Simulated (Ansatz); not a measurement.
An input for Ansatz 0.2.0 (SrO):

Contents of input.yaml:

```yaml
crystal:
  lattice:
    - [0.0, 2.5663, 2.5663]
    - [2.5663, 0.0, 2.5663]
    - [2.5663, 2.5663, 0.0]
  atoms:
    - { symbol: Sr, position: [0.5, 0.5, 0.5] }
    - { symbol: O, position: [0.0, 0.0, 0.0] }
kpoints:
  mp_grid: { grid: [6, 6, 6] }
scf:
  occupations: { method: fermi_dirac, width: 0.05 }
hamiltonian:
  xc: hse06
  pseudopotentials: { kind: all_electron, datasets: crystal }
output:
  forces: true
  stress: true
  eigenvalues: true
```

Potentials or basis: all-electron PAW datasets made for the crystal.

Launch:

```console
$ ansatz run input.yaml --threads 2 --pin off --max-ram 8192MiB --backend cpu --events-out ev --progress --plain --runs-dir out
```

Problem. What does the program do with it?

Solution. The run stopped without a result. It printed:

Output:

```text
Error: hamiltonian.pseudopotentials.datasets: crystal, beside a feature not held to (output.eigenvalues: true / output.band_residual_tolerance) — the datasets of this kind: all_electron run are made for its crystal, and no such run has been held to what stands beside, or a reason given rules it out; change each as told or leave it out, or set another kind (and leave the keys of all_electron out)
```
